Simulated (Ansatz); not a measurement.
## Cr: one input, then a changed one

The cell comes from COD entry 9008467, which wasn't checked; take it as a given geometry. The listed cell was then made from it by scaling, straining or moving an atom.

First run: DFT, PBE, all-electron LAPW, scalar-relativistic (Ansatz 0.2.0).

Command: `ansatz run input.yaml --threads 1 --pin off --max-ram 3072MiB --backend cpu --events-out ev --progress --plain --runs-dir out` The run took about 36 s on 1 thread of a shared machine.

```yaml
crystal:
  lattice:
    - [0.0, 1.8582190066, 1.8582190066]
    - [1.8582190066, 0.0, 1.8582190066]
    - [1.8582190066, 1.8582190066, 0.0]
  atoms:
    - { symbol: Cr, position: [0.0, 0.0, 0.0], spin: 3.0 }
magnetization:
  spin_polarized: true
kpoints:
  mp_grid: { grid: [19, 19, 19] }
scf:
  occupations: { method: fermi_dirac, width: 0.03 }
hamiltonian:
  xc: pbe
  pseudopotentials: { kind: all_electron, lapw: { basis_error: 0.001 } }
output:
  forces: true
  stress: true
  eigenvalues: true
```

Result: converged; pressure -15.72 GPa; moment 0.00 μB; 12 SCF iterations.

A second input differs as follows:

```diff
@@ -1,7 +1,7 @@
 crystal:
   lattice:
-    - [0.0, 1.8582190066, 1.8582190066]
-    - [1.8582190066, 0.0, 1.8582190066]
-    - [1.8582190066, 1.8582190066, 0.0]
+    - [0.0, 3.51152496, 3.51152496]
+    - [3.51152496, 0.0, 3.51152496]
+    - [3.51152496, 3.51152496, 0.0]
   atoms:
     - { symbol: Cr, position: [0.0, 0.0, 0.0], spin: 3.0 }
@@ -12,4 +12,5 @@
 scf:
   occupations: { method: fermi_dirac, width: 0.03 }
+  max_iter: 75
 hamiltonian:
   xc: pbe
```

What is wrong with it, and what does the program do?

The fault is a lattice typed in bohr. The run converged; pressure -1.27 GPa; moment 5.65 μB; 10 SCF iterations. The numbers describe a strongly squeezed or stretched cell, not the crystal at ambient pressure. The log ends:
```
  atom   1  Cr     0.00000000    -0.00000000    -0.00000000
  max |Σ_I F_I| component: 3.60e-33 eV/Å
--- Stress (GPa, compression-positive) ---
       -1.269642       0.000000       0.000000
        0.000000      -1.269642       0.000000
        0.000000       0.000000      -1.269642
  P = ⅓ Tr σ = -1.2696 GPa (-12.696 kbar)
--- Band table (eV; the first three rows and the last of 440) ---
  k-point 0 ↑: bands = ["-71.6480", "-43.1015", "-43.1015", "-43.1015", "-2.5649", "-0.5367", "-0.5367", "-0.5367", "-0.4522", "-0.4522", "5.5576", "5.5576", "5.5576"]
  k-point 1 ↑: bands = ["-71.6480", "-43.1015", "-43.1015", "-43.1015", "-2.5407", "-0.5383", "-0.5345", "-0.5345", "-0.4528", "-0.4528", "5.3104", "5.5316", "5.5316"]
  k-point 2 ↑: bands = ["-71.6480", "-43.1015", "-43.1015", "-43.1015", "-2.4685", "-0.5426", "-0.5287", "-0.5287", "-0.4539", "-0.4539", "4.7462", "5.4604", "5.4604"]
  k-point 219 ↓: bands = ["-67.2826", "-38.7798", "-38.7798", "-38.7797", "1.8360", "2.4816", "2.5249", "2.6685", "3.4371", "3.5300", "3.9190", "3.9949", "4.6507"]
```
